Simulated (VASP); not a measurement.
Runs of VASP 6.6.1 on Rh. The structure is hexagonal, space group P6_3/mmc (No. 194). Conventional cell: a = 2.692 Å, b = 2.692 Å, c = 4.397 Å, α = 90.00°, β = 90.00°, γ = 120.00°. Around Rh (site symmetry -6m2) lie 12 Rh at 2.69 Å. This isn't the form of Rh at room conditions, which is fcc.

| task | level | potentials or basis | cell | k mesh | cutoff (eV) | mesh quality | gap on the mesh (eV) | pressure (GPa) | relaxed volume (Å³/atom) |
| --- | --- | --- | --- | --- | --- | --- | --- | --- | --- |
| single point | PBEsol | VASP PAW PBE potentials, release 64 (Rh_pv) | as given | 18 × 18 × 10 | 520 | not flagged | none | -5.2 | - |
| relaxation of cell and atoms | PBE | VASP PAW PBE potentials, release 64 (Rh_pv) | relaxed | 18 × 18 × 10 | 600 | not flagged | none | 0.0 | (b) |
| relaxation of cell and atoms | PBEsol | VASP PAW PBE potentials, release 64 (Rh_pv) | relaxed | 6 × 6 × 4 | 600 | coarse | none | 0.0 | 13.55 |
| relaxation of cell and atoms | PBEsol | VASP PAW PBE potentials, release 64 (Rh_pv) | relaxed | 18 × 18 × 10 | 300 | not flagged | none | 0.0 | 13.52 |
| relaxation of cell and atoms | LDA | VASP PAW LDA potentials, release 64 (Rh_pv) | relaxed | 18 × 18 × 10 | 600 | not flagged | none | 0.0 | 13.31 |
| relaxation of cell and atoms | PBE+D3(BJ) | VASP PAW PBE potentials, release 64 (Rh_pv) | relaxed | 18 × 18 × 10 | 600 | not flagged | none | 0.0 | (a) |
| relaxation of cell and atoms | PBEsol | VASP PAW PBE potentials, release 64 (Rh) | relaxed | 18 × 18 × 10 | 580 | not flagged | none | 0.0 | 13.50 |
| relaxation of cell and atoms | PBEsol | VASP PAW PBE potentials, release 64 (Rh_pv) | relaxed | 18 × 18 × 10 | 600 | not flagged | none | 0.0 | 13.54 |
| relaxation of cell and atoms | RPBE | VASP PAW PBE potentials, release 64 (Rh_pv) | relaxed | 18 × 18 × 10 | 600 | not flagged | none | 0.0 | 14.36 |

Alike in all rows: no spin polarisation; smearing gaussian 0.1 eV.

Task: Estimate the missing entries.

Result: (a) 13.69; (b) 14.09.

Caveats: some runs use coarse meshes; the PAW data sets were made with another functional, which shifts forces and pressure a little (some runs); the cutoff is under 1.25 times the usual one of these potentials, so pressure, stress and relaxed cells hold a basis-set (Pulay) error (some runs); pairwise dispersion overbinds metals, which lowers pressure and volume (some runs).

A k mesh can miss the band edges, and the runs leave out spin-orbit coupling on Rh.

A gap of «none» marks a metal or a gap under the smearing width.

The runs don't all hold the same shells in valence.
